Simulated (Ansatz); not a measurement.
Crystal: CuO.

```
CELL_PARAMETERS angstrom
4.16094 0.00000 0.00000
0.00000 4.16094 0.00000
0.00000 0.00000 3.88764
ATOMIC_POSITIONS crystal
Cu 0.50000 0.00000 0.50000
Cu 0.00000 0.50000 0.50000
Cu 0.00000 0.00000 0.00000
O 0.00000 0.00000 0.50000
O 0.50000 0.00000 0.00000
O 0.00000 0.50000 0.00000
```

Measurements of this composition are mostly on another form, of space group No. 15.

Base run:

- Program: Ansatz 0.2.0
- Functional: PBEsol
- Potentials or basis: Ansatz PAW
- Cutoff: 420 eV (not typed: the program's choice for these potentials)
- k mesh: 7 × 7 × 7
- Occupations: fermi-dirac, width 0.05 eV
- Spin: no spin polarisation

Its results: band gap on the k mesh none (metal or under the smearing width); pressure -5.5 GPa.

After a change of settings the same cell gave: band gap on the k mesh none (metal or under the smearing width); pressure -2.4 GPa. Which change was it?
A. hubbard terms from none to Cu d U = 5.3 eV; hubbard projectors from none to ortho-atomic (the default)
B. functional from PBEsol to r2SCAN; cutoff from 420 eV (not typed: the program's choice for these potentials) to 500 eV (not typed: the program's choice for these potentials)
C. functional from PBEsol to revPBE
D. functional from PBEsol to LDA

A.

Caveats: an odd number of electrons without spin polarisation forces a metal; a magnetic or distorted state may lie lower; the run has no spin polarisation, though such a crystal can be magnetic; the PAW data sets come from PBE, with cores solved anew for the run's functional, which leaves a small shift of forces and pressure; semilocal functionals often make such compounds metallic where correlation or magnetic order opens a gap, which also shifts bond lengths (some runs); U without spin polarisation on a metal has little footing (some runs).

Runs at the PBE level aren't shown here.
